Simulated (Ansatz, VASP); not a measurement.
One calculation of Zr, two programs

```
CELL_PARAMETERS angstrom
-1.78728 1.78728 1.78728
1.78728 -1.78728 1.78728
1.78728 1.78728 -1.78728
ATOMIC_POSITIONS crystal
Zr 0.00000 0.00000 0.00000
```

Alike in both runs: task relaxation of cell and atoms; functional LDA; k mesh 16 × 16 × 16; occupations gaussian, width 0.1 eV; no spin polarisation.

|  | VASP | Ansatz |
| --- | --- | --- |
| version | VASP 6.6.1 | Ansatz 0.2.0 |
| potentials or method | VASP PAW LDA potentials, release 64 (Zr_sv) | scalar-relativistic, plane waves, PAW |
| plane-wave cutoff (eV) | 600 | 420 |
| valence electrons in the cell | 12 | 12 |

Ansatz gave:

* gap on the k mesh at the Fermi level, each at its own relaxed structure (eV): none
* relaxed volume (Å³/atom): 21.10
* relaxed cell length with the largest relative difference (Å): 3.015
* energy change over the relaxation (meV/atom): -39

Task: Estimate VASP's values.

Result: gap on the k mesh at the Fermi level, each at its own relaxed structure (eV): none; relaxed volume (Å³/atom): 21.13; relaxed cell length with the largest relative difference (Å): 3.016; energy change over the relaxation (meV/atom): -38.

A gap of «none» marks a metal or a gap that the smearing closes.

LDA usually gives volumes a few per cent too small. Zero-point motion and thermal expansion aren't in these numbers.
